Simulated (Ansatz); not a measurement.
This is a field-response calculation (clamped ions) with the PAW code Ansatz on a 6-atom cell of Cu₂O started from a crystallographic database; the level of theory is PBE. Cell and atoms come from a relaxation with r2SCAN.

Input (YAML):
```yaml
crystal:
  lattice:
    - [4.2460804562, 0.0, 0.0]
    - [0.0, 4.2460804562, 0.0]
    - [0.0, 0.0, 4.2460804562]
  atoms:
    - { symbol: Cu, position: [0.25, 0.25, 0.25] }
    - { symbol: Cu, position: [0.25, 0.75, 0.75] }
    - { symbol: Cu, position: [0.75, 0.75, 0.25] }
    - { symbol: Cu, position: [0.75, 0.25, 0.75] }
    - { symbol: O, position: [0.0, 0.0, 0.0] }
    - { symbol: O, position: [0.5, 0.5, 0.5] }
kpoints:
  mp_grid: { grid: [6, 6, 6] }
hamiltonian:
  xc: pbe
scf:
  occupations: { method: fixed }
dielectric: {}
```

Run as `ansatz run input.yaml --threads 4 --pin off --max-ram 7372MiB --backend cpu --events-out ev --progress --plain --runs-dir out`.

**Question.** It ran on 4 threads of Arm Neoverse V2, on a shared host. About how long did it take, and what peak of host memory did it reach?

**Answer.** About 30 s, with a peak of 0.9 GiB.

Output, abridged:
```
Functional definition: PBE
Crystal: 6 atoms, lattice volume = 76.553 Å³
Basis set: ecut = 420 eV, 1503 PW (Γ)
Bands: 53, of which v1, the nominal top of the filled ones, is band 44 counted from 1 (43 counted from 0)
Symmetry: 48 space group operations
k-points: 40 of 216 (irreducible under 8 space group operations, time reversal used)
preconditioner: auto → Resta (q_TF=auto, 2.792 Å⁻¹)  ε∞=10.9  [insulator: Δε(μ)=0.558 eV  ℏωp=31.8 eV]
SCF 1 converged in 10 iterations: F = -27632.952001 eV  dr2 = 6.20e-11
SCF 1 converged in 6 iterations: F = -27632.866819 eV  dr2 = 3.48e-8
SCF converged after 10 iterations
Free energy (F): -27632.952001 eV
Fermi energy:    11.171439 eV
--- Per-component energies (eV) ---
  E_band       = -1818.729578
  E_kinetic    = 1545.601868
  E_local      = -19670.905766
  E_nonlocal   = 1675.515808
  E_hartree    = 8587.132453
  E_xc         = -499.106513
  E_vxc        = -641.636996
  E_paw        = -6980.777761
  E_vpaw       = -1901.574341
  E_ewald      = -12290.418073
--- Band table (eV; the first three rows and the last of 40) ---
  k-point 0: bands = […, 9.5935, 9.5935, 9.5935, 11.1714, 11.1714, 11.1714, 11.7276, 12.3497, 12.3497, 19.1425, …]
  k-point 1: bands = […, 9.4551, 9.5686, 9.5686, 10.2852, 11.1020, 11.1020, 11.9680, 12.7940, 13.2924, 18.6651, …]
  k-point 2: bands = […, 9.4928, 9.4928, 9.7445, 9.7445, 10.9162, 10.9162, 12.6209, 13.8866, 13.9204, 17.1736, …]
  k-point 39: bands = […, 9.5389, 9.5389, 10.1767, 10.5946, 10.5946, 10.5946, 13.5795, 13.5795, 13.5795, 16.0790, …]
--- Dielectric response (ions clamped): 3 representative field directions + reference, inside a basis on a mesh of 1000 k-points ---
  ε∞ (high-frequency dielectric tensor):
        9.276918     0.000000     0.000000
        0.000000     9.276918     0.000000
        0.000000     0.000000     9.276918
  Born effective charges Z* (e; rows j = field, columns β = displacement):
    site 0:
         0.82609    0.40853    0.40853
         0.40853    0.82609    0.40853
         0.40853    0.40853    0.82609
    site 1:
         0.82609   -0.40853   -0.40853
        -0.40853    0.82609    0.40853
        -0.40853    0.40853    0.82609
    site 2:
         0.82609    0.40853   -0.40853
         0.40853    0.82609   -0.40853
        -0.40853   -0.40853    0.82609
    site 3:
         0.82609   -0.40853    0.40853
        -0.40853    0.82609   -0.40853
         0.40853   -0.40853    0.82609
    site 4:
        -1.65217    0.00000    0.00000
         0.00000   -1.65217    0.00000
         0.00000    0.00000   -1.65217
    site 5:
        -1.65217    0.00000    0.00000
         0.00000   -1.65217    0.00000
         0.00000    0.00000   -1.65217
  ε∞ is read to err by 3.1e-2, Z* by 2.1e-2 e
```

The rows of the band table are 0: (0, 0, 0) = Γ, 1: (0, 0, 1/6), 2: (0, 0, 1/3), 39: (-1/2, -1/2, -1/2) = R.

The clamped-ion dielectric constant comes out as 9.28 in all directions. Born charges, averaged over directions: Cu +0.83, O -1.65 e.

Calculated for a static, non-magnetic cell.
